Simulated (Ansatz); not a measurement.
# Al (Fm-3m) in Ansatz: further runs

The runs below take Al through single point, equation of state, with LDA.

Everything below comes from runs of Ansatz 0.2.0. Logs are shortened: lines on timing, memory, paths and dates and some standing lists are left out, and cuts for length are marked.

**Measured values to compare with.**

From “The interpretation of polycrystalline coherent inelastic neutron scattering from aluminium”, 2013, pmc:3831299, for a bulk crystal of Al: bulk modulus 76.9 GPa.

The runs below are set against these values where they give the same quantity.

### 1 The structure

It takes space group Fm-3m (No. 225, cubic). The conventional cell has a = 4.050 Å, b = 4.050 Å, c = 4.050 Å, α = 90.00°, β = 90.00°, γ = 90.00°. Around Al (site symmetry m-3m) lie 12 Al at 2.86 Å.

### 2 Single point, LDA, 15.61 Å³/atom (volume scaled by 0.94)

Input file input.yaml:

```yaml
crystal:
  lattice:
    - [0.0, 1.9834708509, 1.9834708509]
    - [1.9834708509, 0.0, 1.9834708509]
    - [1.9834708509, 1.9834708509, 0.0]
  atoms:
    - { symbol: Al, position: [0.0, 0.0, 0.0] }
kpoints:
  mp_grid: { grid: [11, 11, 11] }
scf:
  occupations: { method: fermi_dirac, width: 0.05 }
hamiltonian:
  xc: lda
  pseudopotentials: { kind: all_electron, lapw: { basis_error: 0.001 } }
output:
  forces: true
  stress: true
  eigenvalues: true
```

Potentials or basis: all-electron LAPW, scalar-relativistic.

Command:

```
$ ansatz run input.yaml --threads 1 --pin off --max-ram 3072MiB --backend cpu --events-out ev --progress --plain --runs-dir out
```

What it wrote:

```text
Warning: RAYON_NUM_THREADS=1 ignored (pool sized by the plan → 1); use --threads N
LAPW: plane waves up to 6.062 Å⁻¹, error target 1.0e-3 eV per atom; small_component_spin mean_spin; Al in spheres of 1.403 Å, 11 of its electrons in bands, Dirac shells [] (how accurate: hamiltonian.pseudopotentials.lapw.basis_error, Limitations)
Engine: ansatz 0.2.0, x86_64-unknown-linux-gnu
Pseudopotentials: kind: all_electron
Pseudopotential: Al, LAPW, valence charge 11, lapw/all_electron/scalar/gaussian/Al, Koelling and Harmon's equation, gaussian nucleus
Functional definition: SPW92
  exchange = slater_x
  correlation = pw_c
Crystal: 1 atoms, lattice volume = 15.607 Å³
Basis set: ecut = 139.98559913873638 eV, 59 PW (Γ), exchange–correlation at level 2
Bands: 10, of which v1, the nominal top of the filled ones, is band 6 counted from 1 (5 counted from 0)
Symmetry: 48 space group operations
Space group: Fm-3m (ITA 225), of the structure as read, at distance tolerance 2.5e-5 Å
k-points: 56 of 1331
Non-local potential: Al, projectors of the file, none
Initial density: superposition of atomic densities (chi_scale 0.1, normalization cell)
Initial wavefunctions: plane waves of lowest kinetic energy (no species holds an atomic orbital)
Functional: x = slater, c = lda
iter 1 solved again at ethr=9.46e-5 eV; its pass at ethr=1.00e-1 eV (dr2=1.04e-2 eV) is discarded
SCF iter   1: F=—  HF=-6583.006047 eV  |F-HF|=—  |Δ(HF+E_count)|=         —  Δρ=1.12e-2  dr2=1.05e-2  ethr=9.46e-5  ⟨swp⟩=3.3  Hψ=4308  notcnv=0
preconditioner: auto → none  [metal: Δε(μ)=0.074 eV  Ē_g=13.673 eV  σ=0.050 eV  W_gap=0.36  n_scr=0 (ndim 8)  ℏωp=16.3 eV  f_vac=0.000  D(μ)=0.51/eV (n_scr^D=0)]
SCF iter   2: F=—  HF=-6582.981807 eV  |F-HF|=—  |Δ(HF+E_count)|=   2.42e-2  Δρ=5.31e-3  dr2=2.42e-3  ethr=9.46e-5  ⟨swp⟩=2.0  Hψ=1567  notcnv=0
iter 3 solved again at ethr=1.21e-7 eV; its pass at ethr=2.20e-5 eV (dr2=1.33e-5 eV) is discarded
SCF iter   3: F=—  HF=-6582.976632 eV  |F-HF|=—  |Δ(HF+E_count)|=   5.17e-3  Δρ=3.43e-4  dr2=1.33e-5  ethr=1.21e-7  ⟨swp⟩=2.0  Hψ=2653  notcnv=0
SCF iter   4: F=—  HF=-6582.976606 eV  |F-HF|=—  |Δ(HF+E_count)|=   2.62e-5  Δρ=7.79e-5  dr2=9.10e-7  ethr=1.21e-7  ⟨swp⟩=2.0  Hψ=1539  notcnv=0
SCF iter   5: F=-6582.976606 eV  HF=-6582.976606 eV  |F-HF|=7.74e-10  |Δ(HF+E_count)|=   2.08e-7  Δρ=2.11e-6  dr2=4.29e-10  ethr=8.27e-9  ⟨swp⟩=2.0  Hψ=1539  notcnv=0
SCF 1 converged in 5 iterations: F = -6582.976606 eV  dr2 = 4.29e-10
SCF converged after 5 iterations
Free energy (F): -6582.976606 eV
Harris-Foulkes:  -6582.976606 eV  (|F-HF|=7.74e-10)
Internal energy: -6582.972672 eV  (E = F + TS)
E sigma→0 (E₀):  -6582.974639 eV
Entropy (-TS):   -0.003934 eV (-3.934 meV/atom)
Fermi energy:    10.317460 eV
--- Per-component energies (eV) ---
  E_band       = -493.591609
  E_kinetic    = 6589.964381
  E_xc         = -482.052183
  E_electrostatic = -12690.884870  (all electrons and nuclei)
  E_smearing   = -0.003934  (= −TS)
  E_closure    = 0.000000  (closes the sum)
  E_atoms      = -6578.785301  (free atoms, spherical and without spin; not in F)
  Σ components = -6582.976606   (vs F -6582.976606, Δ=0.00e0)
  Basis errors (estimates in eV, not in F): energy 2.7e-4 per atom: plane waves 2.7e-4 (1.4e-4 summed), levels above the bands 2.6e-129, relativity 5.0e-10, radial functions 6.4e-6, core shells 1.7e-16; eigenvalues (radial functions only) 2.7e-5; not estimated: angular momenta, meshes, grids; target (lapw.basis_error) 1.0e-3; muffin-tin radii Al 1.403 Å
--- Forces (eV/Å), atoms counted from 1 ---
  atom   1  Al    -0.00000000    -0.00000000    -0.00000000
  max |Σ_I F_I| component: 6.16e-32 eV/Å
--- Stress (GPa, compression-positive) ---
        1.237236      -0.000000       0.000000
       -0.000000       1.237236       0.000000
        0.000000       0.000000       1.237236
  P = ⅓ Tr σ = 1.2372 GPa (12.372 kbar)
--- Band table (eV; the first three rows and the last of 56) ---
  k-point 0: bands = ["-92.2071", "-54.3927", "-54.3927", "-54.3927", "-1.1759", "23.1886", "23.1886", "23.1886", "24.9405", "24.9405"]
  k-point 1: bands = ["-92.2067", "-54.3950", "-54.3930", "-54.3930", "-0.9432", "20.2688", "22.5929", "22.5929", "25.5864", "25.8863"]
  k-point 2: bands = ["-92.2059", "-54.4012", "-54.3940", "-54.3940", "-0.2477", "16.5258", "21.8716", "21.8716", "25.3508", "26.6670"]
  k-point 55: bands = ["-92.2018", "-54.4131", "-54.4115", "-54.4035", "8.8580", "9.1169", "10.6185", "12.6273", "24.6481", "27.6113"]
```

It took 2.8 s on 1 thread of AMD EPYC 7R43 (Zen 3), shared host; peak memory 0.21 GiB.

Results:

```
Free energy            : -6582.9766 eV
Pressure               : 1.2 GPa
Band gap on the k mesh : none (metal or under the smearing width)
```

### 3 Single point, LDA, 15.94 Å³/atom (volume scaled by 0.96)

Changes to input.yaml since step 2:

```diff
@@ -2,5 +2,5 @@
   lattice:
-    - [0.0, 1.9834708509, 1.9834708509]
-    - [1.9834708509, 0.0, 1.9834708509]
-    - [1.9834708509, 1.9834708509, 0.0]
+    - [0.0, 1.9974394157, 1.9974394157]
+    - [1.9974394157, 0.0, 1.9974394157]
+    - [1.9974394157, 1.9974394157, 0.0]
   atoms:
```

Potentials or basis: all-electron LAPW, scalar-relativistic.

Command:

```
$ ansatz run input.yaml --threads 1 --pin off --max-ram 3072MiB --backend cpu --events-out ev --progress --plain --runs-dir out
```

It took 2.2 s on 1 thread of AMD EPYC 7R43 (Zen 3), shared host; peak memory 0.23 GiB.

Results (log left out):

```
Free energy            : -6582.9772 eV
Pressure               : -0.6 GPa
Band gap on the k mesh : none (metal or under the smearing width)
```

### 4 Single point, LDA, 16.27 Å³/atom (volume scaled by 0.98)

Changes to input.yaml since step 3:

```diff
@@ -2,5 +2,5 @@
   lattice:
-    - [0.0, 1.9974394157, 1.9974394157]
-    - [1.9974394157, 0.0, 1.9974394157]
-    - [1.9974394157, 1.9974394157, 0.0]
+    - [0.0, 2.0112152952, 2.0112152952]
+    - [2.0112152952, 0.0, 2.0112152952]
+    - [2.0112152952, 2.0112152952, 0.0]
   atoms:
```

Command:

```
$ ansatz run input.yaml --threads 1 --pin off --max-ram 3072MiB --backend cpu --events-out ev --progress --plain --runs-dir out
```

Wall time 2.7 s (1 thread of AMD EPYC 7R43 (Zen 3), shared host); peak memory 0.24 GiB.

The run converged. Its results:

```
Free energy            : -6582.9743 eV
Pressure               : -2.2 GPa
Band gap on the k mesh : none (metal or under the smearing width)
```

### 5 Single point, LDA, 16.60 Å³/atom

Changes to input.yaml since step 4:

```diff
@@ -2,5 +2,5 @@
   lattice:
-    - [0.0, 2.0112152952, 2.0112152952]
-    - [2.0112152952, 0.0, 2.0112152952]
-    - [2.0112152952, 2.0112152952, 0.0]
+    - [0.0, 2.024805, 2.024805]
+    - [2.024805, 0.0, 2.024805]
+    - [2.024805, 2.024805, 0.0]
   atoms:
```

Command:

```
$ ansatz run input.yaml --threads 1 --pin off --max-ram 3072MiB --backend cpu --events-out ev --progress --plain --runs-dir out
```

Run time: 2.7 s. Hardware: 1 thread of AMD EPYC 7R43 (Zen 3), shared host; peak memory 0.23 GiB.

The run converged. Its results:

| Quantity | Value |
| --- | --- |
| Free energy | -6582.9682 eV |
| Pressure | -3.6 GPa |
| Band gap on the k mesh | none (metal or under the smearing width) |

### 6 Single point, LDA, 16.93 Å³/atom (volume scaled by 1.02)

Changes to input.yaml since step 5:

```diff
@@ -2,5 +2,5 @@
   lattice:
-    - [0.0, 2.024805, 2.024805]
-    - [2.024805, 0.0, 2.024805]
-    - [2.024805, 2.024805, 0.0]
+    - [0.0, 2.0382146954, 2.0382146954]
+    - [2.0382146954, 0.0, 2.0382146954]
+    - [2.0382146954, 2.0382146954, 0.0]
   atoms:
```

Potentials or basis: all-electron LAPW, scalar-relativistic.

Command:

```
$ ansatz run input.yaml --threads 1 --pin off --max-ram 3072MiB --backend cpu --events-out ev --progress --plain --runs-dir out
```

Run time: 2.3 s. Hardware: 1 thread of AMD EPYC 7R43 (Zen 3), shared host; peak memory 0.22 GiB.

Results (log left out):

| Item | Value |
| --- | --- |
| Free energy | -6582.9593 eV |
| Pressure | -4.9 GPa |
| Band gap on the k mesh | none (metal or under the smearing width) |

### 7 Single point, LDA, 17.27 Å³/atom (volume scaled by 1.04)

Changes to input.yaml since step 6:

```diff
@@ -2,5 +2,5 @@
   lattice:
-    - [0.0, 2.0382146954, 2.0382146954]
-    - [2.0382146954, 0.0, 2.0382146954]
-    - [2.0382146954, 2.0382146954, 0.0]
+    - [0.0, 2.0514502267, 2.0514502267]
+    - [2.0514502267, 0.0, 2.0514502267]
+    - [2.0514502267, 2.0514502267, 0.0]
   atoms:
```

Command:

```
$ ansatz run input.yaml --threads 1 --pin off --max-ram 3072MiB --backend cpu --events-out ev --progress --plain --runs-dir out
```

Run time: 2.1 s. Hardware: 1 thread of AMD EPYC 7R43 (Zen 3), shared host; peak memory 0.24 GiB.

Results (log left out):

| Quantity | Value |
| --- | --- |
| Free energy | -6582.9479 eV |
| Pressure | -6.1 GPa |
| Band gap on the k mesh | none (metal or under the smearing width) |

### 8 Single point, LDA, 17.60 Å³/atom (volume scaled by 1.06)

Changes to input.yaml since step 7:

```diff
@@ -2,5 +2,5 @@
   lattice:
-    - [0.0, 2.0514502267, 2.0514502267]
-    - [2.0514502267, 0.0, 2.0514502267]
-    - [2.0514502267, 2.0514502267, 0.0]
+    - [0.0, 2.0645171409, 2.0645171409]
+    - [2.0645171409, 0.0, 2.0645171409]
+    - [2.0645171409, 2.0645171409, 0.0]
   atoms:
```

Command:

```
$ ansatz run input.yaml --threads 1 --pin off --max-ram 3072MiB --backend cpu --events-out ev --progress --plain --runs-dir out
```

It took 2.2 s on 1 thread of AMD EPYC 7R43 (Zen 3), shared host; peak memory 0.24 GiB.

It converged, with:

```
Free energy            : -6582.9342 eV
Pressure               : -7.1 GPa
Band gap on the k mesh : none (metal or under the smearing width)
```

### 9 Equation of state, LDA

Potentials or basis: all-electron LAPW, scalar-relativistic.

This step only gathers the single runs of the series.

What came out:

```
Equilibrium volume                      : 15.83 Å³/atom
Bulk modulus                            : 85 GPa
Pressure derivative of the bulk modulus : 4.7
```

Energy against volume, from the lowest point:
```csv
volume (Å³/atom),energy (meV/atom)
15.607,0.64
15.939,0.00
16.271,2.92
16.603,9.03
16.935,17.95
17.267,29.37
17.599,43.01
```

### 10 How close it comes

Step 9. Against the measured bulk modulus of Al, 76.9 GPa (quoted in “The interpretation of polycrystalline coherent inelastic neutron scattering from aluminium”, 2013, pmc:3831299), the calculated 85 GPa is off by +11.0 %. The fit is for a static lattice scaled at fixed shape and fixed fractional positions. The cell as given is a measured one (16.60 Å³/atom); LDA puts the equilibrium volume -4.7 % from it, thermal expansion not counted.
